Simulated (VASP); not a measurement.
# Results of a VASP single-point calculation on BaTe (strained rocksalt)

POSCAR

```
Ba Te
 1.0000000000000000
     0.0000000000000000    3.7128918017000001    3.7128918017000001
     3.7128918017000001    0.0000000000000000    3.7128918017000001
     3.7128918017000001    3.7128918017000001    0.0000000000000000
 Ba  Te
   1   1
Cartesian
  0.0000000000000000  0.0000000000000000  0.0000000000000000
  3.7128918017000001  3.7128918017000001  3.7128918017000001
```

| Property | Result |
| --- | --- |
| gap between bands v and c | 2.17 eV |
| least direct gap | 2.54 eV |

Band v is the last that the valence electrons fill when counted band by band, and c is the next. Levels in eV from the top of v:

| point | v−1 | v | c | c+1 |
| --- | --- | --- | --- | --- |
| Γ | 0.00 | 0.00 | 2.88 | 3.38 |
| X | -0.37 | -0.37 | 2.17 | 4.58 |
| K | -0.95 | -0.61 | 3.04 | 5.03 |
| L | -0.81 | -0.81 | 4.35 | 4.79 |
| W | -0.83 | -0.83 | 3.82 | 3.82 |

Which of these levels of theory gave these results?
A. PBE0
B. PBE with spin–orbit coupling
C. PBEsol
D. PBE
E. r²SCAN
F. LDA
G. HSE06

E.

The INCAR was:

```
IBRION = -1
ISIF = 2
NBANDS = 15
NELM = 120
LCHARG = .TRUE.
PREC = Accurate
SIGMA = 0.01
ISMEAR = 0
LWAVE = .FALSE.
LREAL = .FALSE.
NSW = 0
ENCUT = 520
EDIFF = 1E-7
METAGGA = R2SCAN
LASPH = .TRUE.
ALGO = Normal
LELF = .TRUE.
```
